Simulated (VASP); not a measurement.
# KMgF3 (R-3m) in VASP: a series of runs

One crystal, KMgF3, is run at these levels: LDA; tasks: single point.

All numbers are computed with VASP 6.6.1; they aren't measurements. Logs are shortened: lines on timing, memory, paths and dates and some standing lists are left out, and cuts for length are marked.

### Step 1. The crystal as given

Symmetry: R-3m, No. 166, trigonal system. The conventional cell has a = 5.305 Å, b = 5.305 Å, c = 7.796 Å, α = 90.00°, β = 90.00°, γ = 120.00°. K (site symmetry -3m) has 12 F at 2.65 to 3.02 Å as nearest neighbours. Mg (site symmetry -3m) is surrounded by 6 F at 2.01 Å. F (site symmetry 2/m) has 2 Mg at 2.01 Å as nearest neighbours.

### Step 2. Single point, LDA

File INCAR:

```
PREC = Accurate
ENCUT = 520
EDIFF = 1E-6
ISMEAR = 0
SIGMA = 0.05
LREAL = False
LASPH = True
NELM = 80
ALGO = Normal
ISIF = 2
LWAVE = False
LCHARG = False
GGA = CA
NBANDS = 24
```

File KPOINTS:

```
regular mesh
0
Gamma
  6 6 6
```

File POSCAR:

```
KMgF3
1.0
    4.0009338747      0.2500583672      0.2500583672
    0.2500583672      4.0009338747      0.2500583672
    0.2500583672      0.2500583672      4.0009338747
K Mg F
1 1 3
Direct
    0.5000000000      0.5000000000      0.5000000000
    0.0000000000      0.0000000000      0.0000000000
    0.5000000000      0.0000000000      0.0000000000
    0.0000000000      0.5000000000      0.0000000000
    0.0000000000      0.0000000000      0.5000000000
```

Potentials or basis: VASP PAW LDA potentials, release 64 (K_sv, Mg, F).

Launch:

```bash
$ cat potpaw_LDA.64/K_sv/POTCAR potpaw_LDA.64/Mg/POTCAR potpaw_LDA.64/F/POTCAR > POTCAR
$ mpirun -np 1 vasp_std > vasp.out
```

OUTCAR:

```text
PREC = Accurate
   ENCUT = 520
   EDIFF = 1E-6
   ISMEAR = 0
   LREAL = False
   LASPH = True
   NELM = 80
   ISIF = 2
   GGA = CA

 ion  position               nearest neighbor table
   1  0.500  0.500  0.500-   3 2.65   4 2.65   3 2.65   5 2.65   4 2.65   5 2.65   2 3.33   2 3.33
                             2 3.33   2 3.33   2 3.33   2 3.33
   2  0.000  0.000  0.000-   3 2.01   4 2.01   5 2.01   5 2.01   4 2.01   3 2.01   1 3.33   1 3.33
                             1 3.33   1 3.33   1 3.33   1 3.33
   3  0.500  0.000  0.000-   2 2.01   2 2.01   1 2.65   1 2.65
   4  0.000  0.500  0.000-   2 2.01   2 2.01   1 2.65   1 2.65
   5  0.000  0.000  0.500-   2 2.01   2 2.01   1 2.65   1 2.65

  LATTYP: Found a trigonal (rhomboedric) cell.
 ALAT       =     4.0165321166
 COS(alpha) =     0.1279069768

  Lattice vectors:

 A1 = (   4.0009338747,   0.2500583672,   0.2500583672)
 A2 = (   0.2500583672,   4.0009338747,   0.2500583672)
 A3 = (   0.2500583672,   0.2500583672,   4.0009338747)

Analysis of symmetry for initial positions (statically):
=====================================================================
 Subroutine PRICEL returns:
 Original cell was already a primitive cell.

 Routine SETGRP: Setting up the symmetry group for a
 trigonal (rhombohedral) supercell.

 Subroutine GETGRP returns: Found 12 space group operations
 (whereof 12 operations were pure point group operations)
 out of a pool of 12 trial point group operations.

The static configuration has the point symmetry D_3d.

Analysis of symmetry for dynamics (positions and initial velocities):
=====================================================================
 Subroutine PRICEL returns:
 Original cell was already a primitive cell.

 Routine SETGRP: Setting up the symmetry group for a
 trigonal (rhombohedral) supercell.

 Subroutine GETGRP returns: Found 12 space group operations
 (whereof 12 operations were pure point group operations)
 out of a pool of 12 trial point group operations.

The dynamic configuration has the point symmetry D_3d.

 Subroutine INISYM returns: Found 12 space group operations
 (whereof 12 operations are pure point group operations),
 and found     1 'primitive' translations

----------------------------------------------------------------------------------------

                                     Primitive cell

  volume of cell :      63.3256

  direct lattice vectors                    reciprocal lattice vectors
     4.000933875  0.250058367  0.250058367     0.251793066 -0.014811357 -0.014811357
     0.250058367  4.000933875  0.250058367    -0.014811357  0.251793066 -0.014811357
     0.250058367  0.250058367  4.000933875    -0.014811357 -0.014811357  0.251793066

  length of vectors
     4.016532117  4.016532117  4.016532117     0.252662820  0.252662820  0.252662820

  position of ions in fractional coordinates (direct lattice)
     0.500000000  0.500000000  0.500000000
     0.000000000  0.000000000  0.000000000
     0.500000000  0.000000000  0.000000000
     0.000000000  0.500000000  0.000000000
     0.000000000  0.000000000  0.500000000

  ion indices of the primitive-cell ions
   primitive index   ion index
                 1           1
                 2           2
                 3           3
                 4           4
                 5           5

----------------------------------------------------------------------------------------

 KPOINTS: regular mesh

Automatic generation of k-mesh.
 Grid dimensions read from file:
 generate k-points for:    6    6    6

 Generating k-lattice:

  Cartesian coordinates                     Fractional coordinates (reciprocal lattice)
     0.041965511 -0.002468559 -0.002468559     0.166666667  0.000000000  0.000000000
    -0.002468559  0.041965511 -0.002468559     0.000000000  0.166666667  0.000000000
    -0.002468559 -0.002468559  0.041965511     0.000000000  0.000000000  0.166666667

  Length of vectors
     0.042110470  0.042110470  0.042110470

  Shift w.r.t. Gamma in fractional coordinates (k-lattice)
     0.000000000  0.000000000  0.000000000

 Subroutine IBZKPT returns following result:
 ===========================================

 Found     32 irreducible k-points:

 Following reciprocal coordinates:
            Coordinates               Weight
  0.000000  0.000000  0.000000      1.000000
  0.166667  0.000000  0.000000      6.000000
  0.333333  0.000000  0.000000      6.000000
  0.500000  0.000000  0.000000      3.000000
  0.166667  0.166667  0.000000      6.000000
  0.333333  0.166667  0.000000     12.000000
[... 16 lines left out ...]
  0.500000  0.500000  0.166667      6.000000
 -0.333333  0.500000  0.166667     12.000000
 [... further k-points ...]
   k-points           NKPTS =     32   k-points in BZ     NKDIM =     32   number of bands    NBANDS=     24
   number of dos      NEDOS =    301   number of ions     NIONS =      5
   total plane-waves  NPLWV =  27000
   dimension x,y,z NGX =    30 NGY =   30 NGZ =   30
   dimension x,y,z NGXF=    60 NGYF=   60 NGZF=   60
   ions per type =               1   1   3
   NGX,Y,Z   is equivalent  to a cutoff of  12.42, 12.42, 12.42 a.u.
   NGXF,Y,Z  is equivalent  to a cutoff of  24.83, 24.83, 24.83 a.u.
 SYSTEM =  unknown system
   PREC   = accura    normal or accurate (medium, high low for compatibility)
   ISTART =      0    job   : 0-new  1-cont  2-samecut
   ICHARG =      2    charge: 1-file 2-atom 10-const
   ISPIN  =      1    spin polarized calculation?
   LNONCOLLINEAR =      F non collinear calculations
   LSORBIT =      F    spin-orbit coupling
   LASPH  =      T    aspherical Exc in radial PAW
   ENCUT  =  520.0 eV  38.22 Ry    6.18 a.u.   7.47  7.47  7.47*2*pi/ulx,y,z
   NELM   =     80;   NELMIN=  2; NELMDL= -5     # of ELM steps
   EDIFF  = 0.1E-05   stopping-criterion for ELM
   LREAL  =      F    real-space projection
   EDIFFG = 0.1E-04   stopping-criterion for IOM
   NSW    =      0    number of steps for IOM
   IBRION =     -1    ionic relax: 0-MD 1-quasi-New 2-CG
   NFREE  =      0    steps in history (QN), initial steepest desc. (CG)
   ISIF   =      2    stress and relaxation
   ISYM   =      2    0-nonsym 1-usesym 2-fastsym
   POTIM  = 0.5000    time-step for ionic-motion
   TEBEG  =    0.0;   TEEND  =   0.0 temperature during run
   PSTRESS=    0.0 pullay stress
   NELECT =      32.0000    total number of electrons
   NUPDOWN=      -1.0000    fix difference up-down
   EMIN   =  10.00;   EMAX   =-10.00  energy-range for DOS
   EFERMI =   0.00;   METHOD = LEGACY
   ISMEAR =     0;   SIGMA  =   0.05  broadening in eV -4-tet -1-fermi 0-gaus
   EFERMI_NEDOS =   21; number of points for ismear=-14 and -15
   IALGO  =     38    algorithm
   IMIX   =      4    mixing-type and parameters
     AMIX     =   0.40;   BMIX     =  1.00
     AMIX_MAG =   1.60;   BMIX_MAG =  1.00
  volume/ion in A,a.u.               =      12.67        85.47
  Fermi-wavevector in a.u.,A,eV,Ry     =   1.303962  2.464132 23.134232  1.700318
  Thomas-Fermi vector in A             =   2.434930
   LORBIT       =      0    0 simple, 1 ext, 2 COOP (PROOUT), +10 PAW based schemes
   GGA     = CA    functional components
   LHFCALC =     F    Hartree Fock is set to
   AEXX    =    0.0000 exact exchange contribution
   IVDW    =     0    specifies the selected vdW correction
   LEPSILON=     F    determine dielectric tensor
   LRPA    =     F    only Hartree local field effects (RPA)
 non-spin polarized calculation
 Gauss-broadening in eV      SIGMA  =   0.05
  energy-cutoff  :      520.00
  volume of cell :       63.33
 maximum number of plane-waves:      1718
 NGX is ok and might be reduce to    30

 number of electron      31.9999965 magnetization

 Free energy of the ion-electron system (eV)
  ---------------------------------------------------
  ext. energy  EPLUGINS =         0.00000000
  ---------------------------------------------------
  free energy    TOTEN  =       -26.67214649 eV

  energy without entropy =      -26.67214649  energy(sigma->0) =      -26.67214649

 E-fermi :  -1.4038     XC(G=0): -10.3916

 val. band max:       -1.6955769121   @ k =   0.5000   0.5000   0.5000
 cond. band min:       4.7556059278   @ k =   0.0000   0.0000   0.0000
 fundamental gap:      6.4511828398
 Fermi energy:        -1.4038330062

 k-point     1 :       0.0000    0.0000    0.0000
  band No.  band energies     occupation
      1     -27.1386      2.00000
      2     -21.6546      2.00000
      3     -20.9118      2.00000
      4     -20.9118      2.00000
      5     -10.9723      2.00000
      6     -10.9723      2.00000
[... 16 lines left out ...]
     23      12.1615      0.00000
     24      13.8586      0.00000

 k-point     2 :       0.1667    0.0000    0.0000
  band No.  band energies     occupation
      1     -27.1301      2.00000
      2     -21.6239      2.00000
      3     -20.9574      2.00000
      4     -20.9107      2.00000
      5     -10.9492      2.00000
      6     -10.9290      2.00000
[... 16 lines left out ...]
     23      12.0292      0.00000
     24      14.0288      0.00000

 k-point     3 :       0.3333    0.0000    0.0000
  band No.  band energies     occupation
      1     -27.1127      2.00000
      2     -21.5484      2.00000
      3     -21.0621      2.00000
      4     -20.9084      2.00000
      5     -10.9024      2.00000
      6     -10.8644      2.00000
[... 16 lines left out ...]
     23      11.7938      0.00000
     24      13.7025      0.00000
[... 514 lines left out ...]
 k-point    23 :       0.5000    0.5000    0.1667
  band No.  band energies     occupation
      1     -27.0809      2.00000
      2     -21.3151      2.00000
      3     -21.1245      2.00000
      4     -21.0298      2.00000
      5     -11.0256      2.00000
      6     -10.9864      2.00000
[... 16 lines left out ...]
     23      12.0041      0.00000
     24      12.1770      0.00000

 k-point    24 :      -0.3333    0.5000    0.1667
  band No.  band energies     occupation
      1     -27.0836      2.00000
      2     -21.2730      2.00000
      3     -21.2308      2.00000
      4     -20.9921      2.00000
      5     -10.9717      2.00000
      6     -10.9501      2.00000
[... 16 lines left out ...]
     23      12.1496      0.00000
     24      12.4737      0.00000

 [... further k-points ...]
[... 5 lines left out ...]
  --------------------------------------------------------------------------------------
  -------------------------------------------------------------------------------------
  Total       -1.7220066     -1.7220066     -1.7220066     -2.1840134     -2.1840134     -2.1840134
  in kB      -43.5678559    -43.5678559    -43.5678559    -55.2569204    -55.2569204    -55.2569204
  external PRESSURE =     -43.5678559 kB  Pullay stress =       0.0000000 kB

 VOLUME and BASIS-vectors are now :
 -----------------------------------------------------------------------------
  energy-cutoff  :      520.00
  volume of cell :       63.33
      direct lattice vectors                 reciprocal lattice vectors
     4.000933875  0.250058367  0.250058367     0.251793066 -0.014811357 -0.014811357
     0.250058367  4.000933875  0.250058367    -0.014811357  0.251793066 -0.014811357
     0.250058367  0.250058367  4.000933875    -0.014811357 -0.014811357  0.251793066

 POSITION                                       TOTAL-FORCE (eV/Angst)
 -----------------------------------------------------------------------------------
      2.25053      2.25053      2.25053         0.000000     -0.000000     -0.000000
      0.00000      0.00000      0.00000        -0.000000      0.000000      0.000000
      2.00047      0.12503      0.12503        -0.000000     -0.000000     -0.000000
      0.12503      2.00047      0.12503         0.000000      0.000000      0.000000
      0.12503      0.12503      2.00047        -0.000000      0.000000      0.000000
 -----------------------------------------------------------------------------------
    total drift:                                0.000000     -0.000000      0.000000

  FREE ENERGIE OF THE ION-ELECTRON SYSTEM (eV)
  ---------------------------------------------------
  free  energy   TOTEN  =       -26.6721464890 eV

  energy  without entropy=      -26.6721464890  energy(sigma->0) =      -26.67214649
```

Run time: 21 s. Hardware: 1 thread of Intel Xeon 6975P-C (Granite Rapids), shared host; peak memory 0.17 GiB.

Results:

```
Free energy            : -26.6721 eV
Pressure               : -4.4 GPa
Band gap on the k mesh : 6.45 eV, indirect (least direct gap 6.58 eV)
```

Levels at points of the mesh, in eV from the valence-band top:
```csv
k point,band 14,band 15,band 16,band 17,band 18,band 19
"(0.00, 0.00, 0.00)",-0.53,-0.13,-0.13,6.45,9.35,9.35
"(0.50, 0.00, 0.00)",-1.09,-1.02,-0.28,9.27,9.55,10.23
"(0.50, 0.50, 0.00)",-1.13,-1.04,-0.08,9.99,11.03,11.45
"(0.50, 0.50, 0.50)",-0.22,0.00,0.00,9.56,9.56,10.63
```

A k mesh can miss the band edges. As with any semilocal functional, this LDA gap is likely too small.

### Step 3. Single point, LDA

This run uses another cell than the first one, of the same volume but with other edges.

File INCAR:

```
ALGO = Normal
EDIFF = 1E-6
ENCUT = 520
ISIF = 2
ISMEAR = 0
LASPH = T
LCHARG = F
LREAL = F
LWAVE = F
NBANDS = 24
NELM = 100
PREC = Accurate
SIGMA = 0.05
```

File KPOINTS:

```
k-points
0
Gamma
  6 6 6
```

Changes to POSCAR since step 2:

```diff
@@ -2,5 +2,5 @@
 1.0
-    4.0009338747      0.2500583672      0.2500583672
-    0.2500583672      4.0009338747      0.2500583672
-    0.2500583672      0.2500583672      4.0009338747
+    4.1849327606     -0.8369865521     -0.8369865521
+   -0.8369865521      4.1849327606     -0.8369865521
+   -0.8369865521     -0.8369865521      4.1849327606
 K Mg F
```

Potentials or basis: VASP PAW LDA potentials, release 64 (K_sv, Mg, F).

Launch:

```bash
$ cat potpaw_LDA.64/K_sv/POTCAR potpaw_LDA.64/Mg/POTCAR potpaw_LDA.64/F/POTCAR > POTCAR
$ mpirun -np 1 vasp_std > vasp.out
```

OUTCAR:

```text
EDIFF = 1E-6
   ENCUT = 520
   ISIF = 2
   ISMEAR = 0
   LASPH = T
   LREAL = F
   NELM = 100
   PREC = Accurate

 ion  position               nearest neighbor table
   1  0.500  0.500  0.500-   2 2.17   2 2.17   4 2.51   5 2.51   3 2.51   4 2.51   5 2.51   3 2.51

   2  0.000  0.000  0.000-   3 2.17   4 2.17   5 2.17   5 2.17   4 2.17   3 2.17   1 2.17   1 2.17

   3  0.500  0.000  0.000-   2 2.17   2 2.17   1 2.51   1 2.51
   4  0.000  0.500  0.000-   2 2.17   2 2.17   1 2.51   1 2.51
[... 854 lines left out ...]
  -------------------------------------------------------------------------------------
  Total        0.3123674      0.3123674      0.3123674      8.5992832      8.5992832      8.5992832
  in kB        7.9030919      7.9030919      7.9030919    217.5673080    217.5673080    217.5673080
  external PRESSURE =       7.9030919 kB  Pullay stress =       0.0000000 kB

 VOLUME and BASIS-vectors are now :
 -----------------------------------------------------------------------------
  energy-cutoff  :      520.00
  volume of cell :       63.33
      direct lattice vectors                 reciprocal lattice vectors
     4.184932761 -0.836986552 -0.836986552     0.265502739  0.066375685  0.066375685
    -0.836986552  4.184932761 -0.836986552     0.066375685  0.265502739  0.066375685
    -0.836986552 -0.836986552  4.184932761     0.066375685  0.066375685  0.265502739

 POSITION                                       TOTAL-FORCE (eV/Angst)
 -----------------------------------------------------------------------------------
      1.25548      1.25548      1.25548         0.000000     -0.000000      0.000000
      0.00000      0.00000      0.00000         0.000000     -0.000000      0.000000
      2.09247     -0.41849     -0.41849         0.000000      0.000000     -0.000000
     -0.41849      2.09247     -0.41849        -0.000000     -0.000000      0.000000
     -0.41849     -0.41849      2.09247         0.000000      0.000000      0.000000
 -----------------------------------------------------------------------------------
    total drift:                                0.000000      0.000000     -0.000000

  FREE ENERGIE OF THE ION-ELECTRON SYSTEM (eV)
  ---------------------------------------------------
  free  energy   TOTEN  =       -21.4357249958 eV

  energy  without entropy=      -21.4357249958  energy(sigma->0) =      -21.43572500
```

OSZICAR:

```text
N       E                     dE             d eps       ncg     rms          rms(c)
DAV:   1     0.236344110520E+03    0.23634E+03   -0.17331E+04  1584   0.128E+03
DAV:   2    -0.111386056718E+02   -0.24748E+03   -0.23439E+03  1976   0.350E+02
DAV:   3    -0.238530796930E+02   -0.12714E+02   -0.12640E+02  2136   0.743E+01
DAV:   4    -0.244460416941E+02   -0.59296E+00   -0.59290E+00  2120   0.106E+01
DAV:   5    -0.244513929922E+02   -0.53513E-02   -0.53512E-02  2040   0.975E-01    0.995E+00
DAV:   6    -0.216786175433E+02    0.27728E+01   -0.83546E+00  1688   0.210E+01    0.708E+00
DAV:   7    -0.215293794245E+02    0.14924E+00   -0.28787E-01  2144   0.345E+00    0.439E+00
DAV:   8    -0.214358655006E+02    0.93514E-01   -0.14920E-01  1704   0.328E+00    0.455E-01
DAV:   9    -0.214360247691E+02   -0.15927E-03   -0.23092E-02  2400   0.909E-01    0.208E-01
DAV:  10    -0.214357472442E+02    0.27752E-03   -0.11775E-03  1816   0.291E-01    0.922E-02
DAV:  11    -0.214357256652E+02    0.21579E-04   -0.18204E-04  1864   0.108E-01    0.408E-02
DAV:  12    -0.214357256963E+02   -0.31020E-07   -0.10849E-05  2560   0.181E-02    0.940E-03
DAV:  13    -0.214357249958E+02    0.70042E-06   -0.45774E-06  1792   0.159E-02
   1 F= -.21435725E+02 E0= -.21435725E+02  d E =-.212558E-18
```

stdout:

```text
POSCAR found type information on POSCAR K MgF
 POSCAR found :  3 types and       5 ions
 scaLAPACK will be used
 LDA part: xc-table for (Slater(with rela. corr.)+CA(PZ))
 , standard interpolation
 POSCAR, INCAR and KPOINTS ok, starting setup
 FFT: planning ... GRIDC
 FFT: planning ... GRID_SOFT
 FFT: planning ... GRID
 WAVECAR not read
 entering main loop
```

It took 22 s on 1 thread of Intel Xeon 6975P-C (Granite Rapids), shared host; peak memory 0.18 GiB.

Results:

```
Free energy            : -21.4357 eV
Pressure               : 0.8 GPa
Band gap on the k mesh : 4.05 eV, indirect (least direct gap 4.10 eV)
```

Stress tensor (GPa, compression positive):
```
 0.79 21.76 21.76
21.76  0.79 21.76
21.76 21.76  0.79
```

A k mesh can miss the band edges. A hybrid or GW would open this gap; LDA tends to underestimate it.
